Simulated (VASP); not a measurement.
Here is a VASP 6.6.1 calculation.

POSCAR

```
MgSe
1.0
    0.0000000000      2.7255000000      2.7255000000
    2.7255000000      0.0000000000      2.7255000000
    2.7255000000      2.7255000000      0.0000000000
Se Mg
1 1
Direct
    0.5000000000      0.5000000000      0.5000000000
    0.0000000000      0.0000000000      0.0000000000
```

INCAR.step1

```
SYSTEM = MgSe
ALGO = Normal
EDIFF = 1E-5
ENCUT = 520
GGA = PE
GGA_COMPAT = .FALSE.
ISIF = 2
ISMEAR = -1
LASPH = .TRUE.
LORBIT = 11
LREAL = .FALSE.
LSORBIT = .TRUE.
LWAVE = .TRUE.
MAGMOM = 0 0 0 0 0 0
NELM = 80
PREC = Accurate
SIGMA = 0.05
```

The input INCAR.step2:

```
SYSTEM = MgSe
AEXX = 0.25
ALGO = Normal
EDIFF = 1E-6
ENCUT = 520
GGA = PE
GGA_COMPAT = .FALSE.
ISIF = 2
ISMEAR = -1
ISTART = 1
LASPH = .TRUE.
LCHARG = .TRUE.
LHFCALC = .TRUE.
LORBIT = 11
LREAL = .FALSE.
LSORBIT = .TRUE.
LVHAR = .TRUE.
LWAVE = .FALSE.
MAGMOM = 0 0 0 0 0 0
NELM = 80
PREC = Accurate
PRECFOCK = Fast
SIGMA = 0.05
```

File KPOINTS:

```
k-points
0
G
  4 4 4
  0 0 0
```

Potentials or basis: VASP PAW PBE potentials, release 64 (Se, Mg).

Launch:

```console
$ cat potpaw_PBE.64/Se/POTCAR potpaw_PBE.64/Mg/POTCAR > POTCAR
$ cp INCAR.step1 INCAR
$ mpirun -np 1 vasp_ncl > vasp.out
$ cp INCAR.step2 INCAR
$ mpirun -np 1 vasp_ncl > vasp.out
```

Problem. What does it give for the pressure?

Solution. 0.6 GPa.

Caveat: the k mesh is coarse (spacing up to 0.50 Å⁻¹), so the values aren't converged, least of all with exact exchange; the PAW data sets were made with another functional, which shifts forces and pressure a little.
